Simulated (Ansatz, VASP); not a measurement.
## One calculation of AgCl, two programs

```xyz
2
Lattice="3.4340 0.0000 0.0000 0.0000 3.4340 0.0000 0.0000 0.0000 3.4340" Properties=species:S:1:pos:R:3 pbc="T T T"
Ag    0.0000    0.0000    0.0000
Cl    1.1170    1.7170    1.4170
```

Alike in both runs: task single point; functional LDA; k mesh 10 × 10 × 10; occupations gaussian, width 0.03 eV; no spin polarisation.

|  | VASP | Ansatz |
| --- | --- | --- |
| version | VASP 6.6.1 | Ansatz 0.2.0 |
| potentials or method | VASP PAW LDA potentials, release 64 (Ag, Cl) | scalar-relativistic, plane waves, PAW |
| plane-wave cutoff (eV) | 520 | 420 |
| valence electrons in the cell | 18 | 26 |

|  | VASP | Ansatz | Ansatz less VASP |
| --- | --- | --- | --- |
| gap on the k mesh at the Fermi level (eV) | 0.30 | 0.28 | -0.017 |
| least direct gap on the mesh (eV) | 1.43 | 1.41 | -0.018 |
| pressure (GPa) | -1.0 | -1.0 | +0.04 |
| largest component of the traceless stress (GPa) | 2.58 | 2.55 | -0.028 |
| rms of the force components (eV/Å) | 0.295 | 0.289 | -0.0052 |

Atom by atom the forces differ by 0.006 eV/Å (rms over components). The two sets of potentials don't hold the same shells in valence.

A k mesh can miss the band edges.
